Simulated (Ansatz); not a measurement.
**CdI₂: stationary points along a deformation path**

Computed with DFT PBE+D3(BJ), scalar-relativistic, plane waves, PAW (Ansatz). Cutoff 420 eV, Γ-centred 9×9×6 k-points, Gaussian smearing of 0.05 eV. No spin polarisation. Energies are free energies at this smearing, counted from the undisturbed cell; pressure is positive in compression.

The starting cell (as given, not relaxed at this level; it stands at 0.3 GPa):

```
Cd I
1.0
     4.24400    0.00000    0.00000
    -2.12200    3.67541    0.00000
     0.00000    0.00000    6.85900
Cd I
1 2
Cartesian
  0.0000 0.0000 0.0000
  0.0000 2.4503 1.7093
  2.1220 1.2251 5.1497
```

At fixed volume and fractional coordinates, lengths along (0.000, 0.000, 1.000) are scaled against those across it; ρ is that ratio over its starting value. V = 35.663 Å³/atom. Δσ is the stress along the axis less the mean stress across it (compression positive).

| ρ | ΔE (meV/atom) | Δσ (GPa) | space group |
| --- | --- | --- | --- |
| 0.850 | 43.4 | 3.15 | P-3m1 |
| 0.920 | 13.2 | 1.91 | P-3m1 |
| 1.000 | 0.0 | 0.15 | P-3m1 |
| 1.100 | 15.6 | -2.46 | P-3m1 |
| 1.200 | 66.0 | -5.43 | P-3m1 |

**Question.** How does the stress give the slope of the energy, and where is the energy stationary?

**Answer.** Along the path d ln(length) is 2/3 d ln ρ on the axis and −1/3 d ln ρ across it, so dE/d ln ρ = −(2/3) V Δσ: the energy falls with ρ where Δσ is positive. Δσ vanishes or changes sign between ρ = 1.000 and 1.100, a minimum (near 1.01 by linear interpolation). Pairs of stationary points between two samples would go unseen, and could change a minimum read from distant neighbours into a maximum.

**Question.** Integrate that slope from ρ = 1 to 1.200 by the trapezoid rule.

**Answer.** With V/N in Å³ and 1 eV/Å³ = 160.2 GPa the slopes at ρ = 1.000, 1.100, 1.200 are -22, 366, 806 meV/atom per unit of ln ρ. The steps add 16.4 + 51.0 = 67.3 meV/atom, against 66.0 from the energies; the trapezoid rule misses the curvature of the slope within each step.

Forces appear on the atoms along this scan, and letting them relax would lower the energy and soften the response.